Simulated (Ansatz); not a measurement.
## Straining AlNi₃

The calculation used DFT PBE, scalar-relativistic, plane waves, PAW (Ansatz). Settings: 420 eV cutoff, 14×14×14 k-mesh, Gaussian smearing of 0.10 eV, collinear spin.

Starting point, cell and atoms relaxed:

```yaml
crystal:
  lattice:
    - [3.56668, 0.00000, 0.00000]
    - [0.00000, 3.56668, 0.00000]
    - [0.00000, 0.00000, 3.56668]
  atoms:
    - { symbol: Al, position: [0.00000, 0.00000, 0.00000] }
    - { symbol: Ni, position: [0.00000, 0.50000, 0.50000] }
    - { symbol: Ni, position: [0.50000, 0.00000, 0.50000] }
    - { symbol: Ni, position: [0.50000, 0.50000, 0.00000] }
```

Deformation: uniaxial strain along a, with the lengths of b and c and the atoms relaxed and the angles held, all within the symmetry that the strain leaves. Energies are extrapolated to zero smearing.

Task: Give the structure at +3.0 %.

Result:
```yaml
crystal:
  lattice:
    - [3.67368, 0.00000, 0.00000]
    - [0.00000, 3.52904, 0.00000]
    - [0.00000, 0.00000, 3.52904]
  atoms:
    - { symbol: Al, position: [0.00000, 0.00000, 0.00000] }
    - { symbol: Ni, position: [0.00000, 0.50000, 0.50000] }
    - { symbol: Ni, position: [0.50000, 0.00000, 0.50000] }
    - { symbol: Ni, position: [0.50000, 0.50000, 0.00000] }
```
Space group P4/mmm (123), 4.5 meV/atom over the relaxed crystal.